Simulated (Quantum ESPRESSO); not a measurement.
**BaTiO3 under changes of volume**

One of the cells (12.858 Å³/atom); the others are scaled copies at fixed shape and fractional positions:

```
Ba Ti O
1.0
     4.00600    0.00000    0.00000
     0.00000    4.00600    0.00000
     0.00000    0.00000    4.00600
Ba Ti O
1 1 3
Direct
  0.50000 0.50000 0.50000
  0.00000 0.00000 0.00000
  0.00000 0.00000 0.50000
  0.00000 0.50000 0.00000
  0.50000 0.00000 0.00000
```

```yaml
Program: Quantum ESPRESSO 7.5
Functional: LDA
Potentials_or_basis: GBRV 1.5 LDA
Cutoff: 612 eV
Density_cutoff: 4898 eV
k_mesh: 7 × 7 × 7
Occupations: fermi-dirac, width 0.05 eV
Spin: no spin polarisation
```

| volume (Å³/atom) | energy over the lowest point (meV/atom) | pressure (GPa) | gap on the mesh (eV) |
| --- | --- | --- | --- |
| 12.086 | 1.98 | 3.2 | 1.88 |
| 12.343 | 0.00 | -1.0 | 1.85 |
| 12.601 | ? | ? | ? |
| 12.858 | 14.61 | -8.1 | 1.77 |
| 13.115 | 29.89 | -11.1 | 1.73 |
| 13.372 | 49.65 | -13.8 | 1.69 |
| 13.629 | 73.47 | -16.1 | 1.65 |

Task: What does the run at 12.601 Å³/atom give?

Result: Energy over the lowest point 4.45 meV/atom; pressure -4.8 GPa; gap on the mesh 1.81 eV.

Worked out: A Birch-Murnaghan fit of order 3 (a polynomial in V^(-2/3)) to the other rows has its minimum at 12.29 Å³/atom with B0 = V·E''(V) = 196 GPa and B' = 4.6. It gives 4.46 meV/atom at 12.601 Å³/atom, against the run's 4.45, and -dE/dV = -4.6 GPa, against -4.8. A straight line through the other rows of the gap, of slope -1.93 eV per unit of ln V, gives 1.81 eV, against the run's 1.81.

Energies are extrapolated to zero smearing.

Caveats: spin-orbit coupling is left out, which moves the levels of the heavy elements; an odd mesh through Γ misses points on the zone boundary, where band edges often lie.
